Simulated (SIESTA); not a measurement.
Sn:

```xyz
1
Lattice="-1.7265 1.7755 2.3383 1.7265 -1.7755 2.3383 1.7265 1.7755 -2.3383" Properties=species:S:1:pos:R:3 pbc="T T T"
Sn    0.0000    0.0000    0.0000
```

This isn't the form of Sn at room conditions, which is tetragonal (white tin).

Base run:

```yaml
Program: SIESTA 5.4.2
Functional: PBE
Potentials_or_basis: PseudoDojo 0.4 standard (PBE files)
Basis: TZP (energy shift 0.003 Ry; two zetas on semicore shells)
Grid_cutoff: 500 Ry
Energy_shift: 0.003 Ry
k_mesh: 11 × 11 × 11
Occupations: fermi-dirac, width 0.05 eV
Spin: no spin polarisation
```

Its results: band gap on the k mesh none (metal or under the smearing width); pressure -0.6 GPa.

Task: The run is repeated on the same cell with these changes: basis from TZP (energy shift 0.003 Ry; two zetas on semicore shells) to SZ (energy shift 0.003 Ry). What comes out?

Result: Band gap on the k mesh none (metal or under the smearing width); pressure 4.7 GPa.

Caveats: spin-orbit coupling is left out, which moves the levels of the heavy elements; the basis of atomic orbitals isn't converged, which shifts pressures, moduli and gaps; the basis has no polarisation orbitals (some runs).
